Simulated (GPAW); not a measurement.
The system is CoO.

```
Co O
1.0
    -1.50800    1.50800    2.10725
     1.50800   -1.50800    2.10725
     1.50800    1.50800   -2.10725
Co O
1 1
Direct
  0.00000 0.00000 0.00000
  0.50000 0.50000 0.00000
```

Base run:

```yaml
Program: GPAW 26.7.0
Functional: PBE
Potentials_or_basis: GPAW PAW data sets (gpaw-data 1.2.1)
Cutoff: 600 eV
Basis: pw
k_mesh: 9 × 9 × 9
Occupations: gaussian, width 0.05 eV
Spin: collinear spin, ferromagnetic start
Starting_moments: "[3.0, 0.0] μB"
Hubbard_terms: Co d U = 7 eV
```

Its results: band gap on the k mesh none (metal or under the smearing width); pressure 0.5 GPa; net moment 3.00 μB per cell; site moments Co +2.80; O +0.13 μB.

**Question.** The run is repeated on the same cell with these changes: hubbard terms from Co d U = 7 eV to Co d U = 1 eV. What comes out?

**Answer.** Band gap on the k mesh none (metal or under the smearing width); pressure -3.6 GPa; net moment 3.00 μB per cell; site moments Co +2.61; O +0.23 μB.

Caveats: the cutoff is short for stress and forces, so pressures can be off by a GPa or more; a cell with one magnetic atom can't hold antiferromagnetic order, which such compounds often take.
